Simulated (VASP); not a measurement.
# Sb (R-3m) in VASP: further runs

One crystal, Sb, is run at these levels: PBE+D3(BJ); tasks: relaxation of cell and atoms.

All numbers are computed with VASP 6.6.1; they aren't measurements. Logs are shortened: lines on timing, memory, paths and dates and some standing lists are left out, and cuts for length are marked.

## Step 1: The structure

Symmetry: R-3m, No. 166, trigonal system. Conventional cell: a = 4.308 Å, b = 4.308 Å, c = 11.274 Å, α = 90.00°, β = 90.00°, γ = 120.00°. Around Sb (site symmetry 3m) lie 3 Sb at 2.91 Å.

## Step 2: Relaxation of cell and atoms, PBE+D3(BJ)

INCAR reads:

```
PREC = Accurate ; ENCUT = 520
EDIFF = 1E-7 ; ISMEAR = 0
SIGMA = 0.02 ; LREAL = False
LASPH = True ; NELM = 60
ALGO = Fast ; ISIF = 3
LWAVE = False ; LCHARG = False
GGA = PE ; IVDW = 12
IBRION = 2 ; NSW = 80
EDIFFG = -0.002
```

KPOINTS reads:

```
Automatic mesh
0
Gamma
  6 6 6
```

POSCAR reads:

```
Sb
1.0
    2.1542000000      1.2437279500      3.7580000000
   -2.1542000000      1.2437279500      3.7580000000
    0.0000000000     -2.4874559000      3.7580000000
Sb
2
Direct
    0.2334900000      0.2334900000      0.2334900000
    0.7665100000      0.7665100000      0.7665100000
```

Potentials or basis: VASP PAW PBE potentials, release 64 (Sb).

Launch:

```console
$ cat potpaw_PBE.64/Sb/POTCAR > POTCAR
$ mpirun -np 1 vasp_std > vasp.out
```

OUTCAR:

```text
PREC = Accurate
   ENCUT = 520
   EDIFF = 1E-7
   ISMEAR = 0
   LREAL = False
   LASPH = True
   NELM = 60
   ISIF = 3
   GGA = PE
   IVDW = 12
   IBRION = 2
   NSW = 80
   EDIFFG = -0.002
 IVDW          = 12

 ion  position               nearest neighbor table
   1  0.233  0.233  0.233-   2 2.91   2 2.91   2 2.91   2 3.35   2 3.35   2 3.35
   2  0.767  0.767  0.767-   1 2.91   1 2.91   1 2.91   1 3.35   1 3.35   1 3.35

  LATTYP: Found a trigonal (rhomboedric) cell.
 ALAT       =     4.5066618304
 COS(alpha) =     0.5430253623

  Lattice vectors:

 A1 = (   2.1542000000,   1.2437279500,   3.7580000000)
 A2 = (  -2.1542000000,   1.2437279500,   3.7580000000)
 A3 = (   0.0000000000,  -2.4874559000,   3.7580000000)

Analysis of symmetry for initial positions (statically):
=====================================================================
 Subroutine PRICEL returns:
 Original cell was already a primitive cell.

 Routine SETGRP: Setting up the symmetry group for a
 trigonal (rhombohedral) supercell.

 Subroutine GETGRP returns: Found 12 space group operations
 (whereof 12 operations were pure point group operations)
 out of a pool of 12 trial point group operations.

The static configuration has the point symmetry D_3d.

Analysis of symmetry for dynamics (positions and initial velocities):
=====================================================================
 Subroutine PRICEL returns:
 Original cell was already a primitive cell.

 Routine SETGRP: Setting up the symmetry group for a
 trigonal (rhombohedral) supercell.

 Subroutine GETGRP returns: Found 12 space group operations
 (whereof 12 operations were pure point group operations)
 out of a pool of 12 trial point group operations.

The dynamic configuration has the point symmetry D_3d.

 Subroutine INISYM returns: Found 12 space group operations
 (whereof 12 operations are pure point group operations),
 and found     1 'primitive' translations

----------------------------------------------------------------------------------------

                                     Primitive cell

  volume of cell :      60.4115

  direct lattice vectors                    reciprocal lattice vectors
     2.154200000  1.243727950  3.758000000     0.232104726  0.134005726  0.088699663
    -2.154200000  1.243727950  3.758000000    -0.232104726  0.134005726  0.088699663
     0.000000000 -2.487455900  3.758000000     0.000000000 -0.268011452  0.088699663

  length of vectors
     4.506661830  4.506661830  4.506661830     0.282307932  0.282307932  0.282307932

  position of ions in fractional coordinates (direct lattice)
     0.233490000  0.233490000  0.233490000
     0.766510000  0.766510000  0.766510000

  ion indices of the primitive-cell ions
   primitive index   ion index
                 1           1
                 2           2

----------------------------------------------------------------------------------------

 KPOINTS: Automatic mesh

Automatic generation of k-mesh.
 Grid dimensions read from file:
 generate k-points for:    6    6    6

 Generating k-lattice:

  Cartesian coordinates                     Fractional coordinates (reciprocal lattice)
     0.038684121  0.022334288  0.014783277     0.166666667 -0.000000000  0.000000000
    -0.038684121  0.022334288  0.014783277    -0.000000000  0.166666667  0.000000000
     0.000000000 -0.044668575  0.014783277     0.000000000  0.000000000  0.166666667

  Length of vectors
     0.047051322  0.047051322  0.047051322

  Shift w.r.t. Gamma in fractional coordinates (k-lattice)
     0.000000000  0.000000000  0.000000000

 Subroutine IBZKPT returns following result:
 ===========================================

 Found     32 irreducible k-points:

 Following reciprocal coordinates:
            Coordinates               Weight
  0.000000  0.000000  0.000000      1.000000
  0.166667  0.000000  0.000000      6.000000
  0.333333  0.000000 -0.000000      6.000000
  0.500000  0.000000  0.000000      3.000000
  0.166667  0.166667  0.000000      6.000000
  0.333333  0.166667  0.000000     12.000000
[... 16 lines left out ...]
  0.500000  0.500000  0.166667      6.000000
 -0.333333  0.500000  0.166667     12.000000
 [... further k-points ...]
   k-points           NKPTS =     32   k-points in BZ     NKDIM =     32   number of bands    NBANDS=      9
   number of dos      NEDOS =    301   number of ions     NIONS =      2
   total plane-waves  NPLWV =  46656
   dimension x,y,z NGX =    36 NGY =   36 NGZ =   36
   dimension x,y,z NGXF=    72 NGYF=   72 NGZF=   72
   ions per type =               2
   NGX,Y,Z   is equivalent  to a cutoff of  13.28, 13.28, 13.28 a.u.
   NGXF,Y,Z  is equivalent  to a cutoff of  26.56, 26.56, 26.56 a.u.
 SYSTEM =  unknown system
   PREC   = accura    normal or accurate (medium, high low for compatibility)
   ISTART =      0    job   : 0-new  1-cont  2-samecut
   ICHARG =      2    charge: 1-file 2-atom 10-const
   ISPIN  =      1    spin polarized calculation?
   LNONCOLLINEAR =      F non collinear calculations
   LSORBIT =      F    spin-orbit coupling
   LASPH  =      T    aspherical Exc in radial PAW
   ENCUT  =  520.0 eV  38.22 Ry    6.18 a.u.   8.38  8.38  8.38*2*pi/ulx,y,z
   NELM   =     60;   NELMIN=  2; NELMDL= -5     # of ELM steps
   EDIFF  = 0.1E-06   stopping-criterion for ELM
   LREAL  =      F    real-space projection
   EDIFFG = -.2E-02   stopping-criterion for IOM
   NSW    =     80    number of steps for IOM
   IBRION =      2    ionic relax: 0-MD 1-quasi-New 2-CG
   NFREE  =      1    steps in history (QN), initial steepest desc. (CG)
   ISIF   =      3    stress and relaxation
   ISYM   =      2    0-nonsym 1-usesym 2-fastsym
   POTIM  = 0.5000    time-step for ionic-motion
   TEBEG  =    0.0;   TEEND  =   0.0 temperature during run
   PSTRESS=    0.0 pullay stress
   NELECT =      10.0000    total number of electrons
   NUPDOWN=      -1.0000    fix difference up-down
   EMIN   =  10.00;   EMAX   =-10.00  energy-range for DOS
   EFERMI =   0.00;   METHOD = LEGACY
   ISMEAR =     0;   SIGMA  =   0.02  broadening in eV -4-tet -1-fermi 0-gaus
   EFERMI_NEDOS =   21; number of points for ismear=-14 and -15
   IALGO  =     68    algorithm
   IMIX   =      4    mixing-type and parameters
     AMIX     =   0.40;   BMIX     =  1.00
     AMIX_MAG =   1.60;   BMIX_MAG =  1.00
  volume/ion in A,a.u.               =      30.21       203.84
  Fermi-wavevector in a.u.,A,eV,Ry     =   0.898880  1.698637 10.993305  0.807985
  Thomas-Fermi vector in A             =   2.021644
   LORBIT       =      0    0 simple, 1 ext, 2 COOP (PROOUT), +10 PAW based schemes
   GGA     = PE    functional components
   LHFCALC =     F    Hartree Fock is set to
   AEXX    =    0.0000 exact exchange contribution
   IVDW    =    12    specifies the selected vdW correction
   LEPSILON=     F    determine dielectric tensor
   LRPA    =     F    only Hartree local field effects (RPA)
 conjugate gradient relaxation of ions
 non-spin polarized calculation
 RMM-DIIS sequential band-by-band and
 Gauss-broadening in eV      SIGMA  =   0.02
  energy-cutoff  :      520.00
  volume of cell :       60.41
 maximum number of plane-waves:      1639
 NGX is ok and might be reduce to    36
   NGX = 17   NGY = 17   NGZ = 17

--------------------------------------- Ionic step        1  -------------------------------------------

 number of electron      10.0000000 magnetization

 Free energy of the ion-electron system (eV)
  ---------------------------------------------------
  ext. energy  EPLUGINS =         0.00000000
  ---------------------------------------------------
  free energy    TOTEN  =        -8.26765660 eV

  energy without entropy =       -8.26734316  energy(sigma->0) =       -8.26749988

------------------------ aborting loop because EDIFF is reached ----------------------------------------

 Edisp (eV)   -0.94507

 E8    (eV) :    -0.4410

  FORCE on cell =-STRESS in cart. coord.  units (eV):
  Direction    XX          YY          ZZ          XY          YZ          ZX
  --------------------------------------------------------------------------------------
  -------------------------------------------------------------------------------------
  Total       0.14666     0.14666     0.00059     0.00000    -0.00000     0.00000
  in kB       3.88952     3.88952     0.01559     0.00000    -0.00000     0.00000
  external pressure =        2.60 kB  Pullay stress =        0.00 kB
[... 97 lines left out ...]
  FREE ENERGIE OF THE ION-ELECTRON SYSTEM (eV)
  ---------------------------------------------------
  free  energy   TOTEN  =        -9.2135467432 eV

  energy  without entropy=       -9.2132333031  energy(sigma->0) =       -9.21339002

[... ionic steps 4 to 7 ...]

--------------------------------------- Ionic step        8  -------------------------------------------

 number of electron      10.0000000 magnetization

------------------------ aborting loop because EDIFF is reached ----------------------------------------

 Edisp (eV)   -0.95368

 E8    (eV) :    -0.4450
[... 69 lines left out ...]
  energy  without entropy=       -9.2146127086  energy(sigma->0) =       -9.21471101

--------------------------------------- Ionic step       10  -------------------------------------------

 number of electron      10.0000000 magnetization

 Free energy of the ion-electron system (eV)
  ---------------------------------------------------
  ext. energy  EPLUGINS =         0.00000000
  ---------------------------------------------------
  free energy    TOTEN  =        -8.26164706 eV

  energy without entropy =       -8.26145032  energy(sigma->0) =       -8.26154869

 E-fermi :   7.4187     XC(G=0):  -9.5740

 val. band max:        7.3709428323   @ k =   0.5000   0.5000   0.5000
 cond. band min:       7.4323752733   @ k =   0.3333   0.1667   0.1667
 fundamental gap:      0.0614324410
 Fermi energy:         7.4187007779

 k-point     1 :       0.0000    0.0000    0.0000
  band No.  band energies     occupation
      1      -5.3689      2.00000
      2       2.6270      2.00000
      3       5.3641      2.00000
      4       5.5387      2.00000
      5       5.5387      2.00000
      6       9.5990      0.00000
      7      10.1391      0.00000
      8      10.1391      0.00000
      9      12.3473      0.00000
[... 265 lines left out ...]
 k-point    24 :      -0.3333    0.5000    0.1667
  band No.  band energies     occupation
      1      -2.6571      2.00000
      2      -1.3238      2.00000
      3       2.0024      2.00000
      4       2.9117      2.00000
      5       5.5366      2.00000
      6       9.3239      0.00000
      7      10.6710      0.00000
      8      13.0428      0.00000
      9      13.4066      0.00000

 [... further k-points ...]

------------------------ aborting loop because EDIFF is reached ----------------------------------------

 Edisp (eV)   -0.95318

 E8    (eV) :    -0.4447

  FORCE on cell =-STRESS in cart. coord.  units (eV):
  Direction    XX          YY          ZZ          XY          YZ          ZX
  --------------------------------------------------------------------------------------
  -------------------------------------------------------------------------------------
  Total       0.00376     0.00376    -0.00335     0.00000     0.00000     0.00000
  in kB       0.10057     0.10057    -0.08953     0.00000     0.00000     0.00000
  external pressure =        0.04 kB  Pullay stress =        0.00 kB
[... 17 lines left out ...]
  FREE ENERGIE OF THE ION-ELECTRON SYSTEM (eV)
  ---------------------------------------------------
  free  energy   TOTEN  =        -9.2148304921 eV

  energy  without entropy=       -9.2146337490  energy(sigma->0) =       -9.21473212

 reached required accuracy - stopping structural energy minimisation
```

Run time: 81 s. Hardware: 1 thread of Intel Xeon 6975P-C (Granite Rapids), shared host; peak memory 0.22 GiB.

Results:

```
Free energy                            : -9.2148 eV
Relaxed volume                         : 29.96 Å³/atom
Relaxed cell                           : a = 4.467 Å, b = 4.467 Å, c = 4.467 Å, α = 57.85°, β = 57.85°, γ = 57.85°
Space group after relaxing (to 0.05 Å) : R-3m (No. 166)
Energy gained by relaxing              : 1.1 meV/atom
Ionic steps                            : 10
Pressure after relaxing                : 0.0 GPa
Band gap on the k mesh                 : none (metal or under the smearing width)
Dispersion energy per atom             : -0.477 eV
```

Step by step:
```
step  energy change (eV)  largest force (eV/Å)  pressure (GPa)  volume (Å³)
   1              0.0000                0.1042            0.26        60.41
   2             -0.0008                0.0167           -0.31        60.84
   3             -0.0008                0.0343           -0.20        60.75
   4             -0.0013                0.0202           -0.11        60.56
   5             -0.0017                0.0132           -0.05        60.29
   6             -0.0020                0.0050            0.12        59.76
   7             -0.0021                0.0113            0.00        59.99
   8             -0.0021                0.0043            0.05        59.89
   9             -0.0021                0.0112           -0.07        59.97
  10             -0.0021                0.0014            0.00        59.92
```

Final structure:
```cif
data_structure
_symmetry_space_group_name_H-M 'P 1'
_symmetry_Int_Tables_number 1
_cell_length_a 4.4671
_cell_length_b 4.4671
_cell_length_c 4.4671
_cell_angle_alpha 57.849
_cell_angle_beta 57.849
_cell_angle_gamma 57.849
_cell_volume 59.92
loop_
_atom_site_label
_atom_site_type_symbol
_atom_site_fract_x
_atom_site_fract_y
_atom_site_fract_z
_atom_site_occupancy
Sb1 Sb 0.23509 0.23509 0.23509 1
Sb2 Sb 0.76491 0.76491 0.76491 1
```

Caveat: pairwise dispersion overbinds metals, which lowers pressure and volume.

## Step 3: Relaxation of cell and atoms, PBE+D3(BJ)

This run uses another cell than the first one, of 29.96 Å³/atom, 0.992 times its volume.

INCAR is that of step 2.

KPOINTS is that of step 2.

POSCAR reads:

```
Sb                                      
1.0
    2.1605563753      1.2473978050      3.7055644776
   -2.1605563753      1.2473978050      3.7055644776
    0.0000000000     -2.4947956099      3.7055644776
  Sb            
     2
Direct
     0.2350857239134781    0.2350857239134781    0.2350857239134781
     0.7649142760865220    0.7649142760865220    0.7649142760865220
```

Potentials or basis: VASP PAW PBE potentials, release 64 (Sb).

Launch:

```console
$ cat potpaw_PBE.64/Sb/POTCAR > POTCAR
$ mpirun -np 1 vasp_std > vasp.out
```

It took 24 s on 1 thread of Intel Xeon 6975P-C (Granite Rapids), shared host; peak memory 0.21 GiB.

It converged, with:

```
Free energy                            : -9.2148 eV
Relaxed volume                         : 29.96 Å³/atom
Relaxed cell                           : a = 4.467 Å, b = 4.467 Å, c = 4.467 Å, α = 57.86°, β = 57.86°, γ = 57.86°
Space group after relaxing (to 0.05 Å) : R-3m (No. 166)
Energy gained by relaxing              : 0.0 meV/atom
Ionic steps                            : 2
Pressure after relaxing                : 0.0 GPa
Band gap on the k mesh                 : none (metal or under the smearing width)
Dispersion energy per atom             : -0.477 eV
```

Final structure:
```xyz
2
Lattice="2.1608 1.2475 3.7053 -2.1608 1.2475 3.7053 0.0000 -2.4950 3.7053" Properties=species:S:1:pos:R:3 pbc="T T T"
Sb    0.0000    0.0000    2.6131
Sb    0.0000    0.0000    8.5027
```

Levels at points of the mesh, in eV from the Fermi level:
| k point | band 1 | band 2 | band 3 | band 4 | band 5 | band 6 | band 7 | band 8 | band 9 |
| --- | --- | --- | --- | --- | --- | --- | --- | --- | --- |
| (0.00, 0.00, 0.00) | -12.79 | -4.79 | -2.05 | -1.88 | -1.88 | 2.18 | 2.72 | 2.72 | 4.93 |
| (0.50, 0.00, 0.00) | -10.39 | -9.74 | -1.89 | -1.72 | -0.36 | -0.23 | 0.17 | 0.31 | 7.72 |
| (0.50, 0.50, 0.00) | -10.39 | -7.98 | -5.58 | -3.82 | -3.77 | 1.53 | 4.96 | 5.43 | 7.00 |
| (0.50, 0.50, 0.50) | -11.11 | -9.14 | -1.35 | -1.35 | -0.53 | -0.05 | -0.05 | 0.94 | 7.15 |

Caveat: pairwise dispersion overbinds metals, which lowers pressure and volume. Spin-orbit coupling is left out, which matters for the levels of Sb.
